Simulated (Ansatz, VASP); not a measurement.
# Two plane-wave programs on AlN

```
CELL_PARAMETERS angstrom
3.11100 0.00000 0.00000
-1.55550 2.69421 0.00000
0.00000 0.00000 4.97800
ATOMIC_POSITIONS crystal
Al 0.31106 0.62213 0.00000
Al 0.68894 0.37787 0.50000
N 0.35319 0.70639 0.38500
N 0.64681 0.29361 0.88500
```

Change from the starting cell: mode 4 (239.4 1/cm) frozen in, largest displacement +0.120 Å.

Alike in both runs: task single point; functional PBE; k mesh 12 × 12 × 6; occupations gaussian, width 0.05 eV; no spin polarisation.

```csv
,VASP,Ansatz
version,VASP 6.6.1,Ansatz 0.2.0
potentials or method,"VASP PAW PBE potentials, release 64 (Al, N)","scalar-relativistic, plane waves, PAW"
plane-wave cutoff (eV),520,420
valence electrons in the cell,16,16
```

```tsv
	VASP	Ansatz	Ansatz less VASP
gap on the k mesh at the Fermi level (eV)	4.00	3.99	-0.010
least direct gap on the mesh (eV)	4.00	3.99	-0.010
pressure (GPa)	3.5	3.7	+0.25
largest component of the traceless stress (GPa)	0.73	0.76	+0.033
rms of the force components (eV/Å)	0.327	0.325	-0.0015
```

Atom by atom the forces differ by 0.002 eV/Å (rms over components).

A k mesh can miss the band edges.
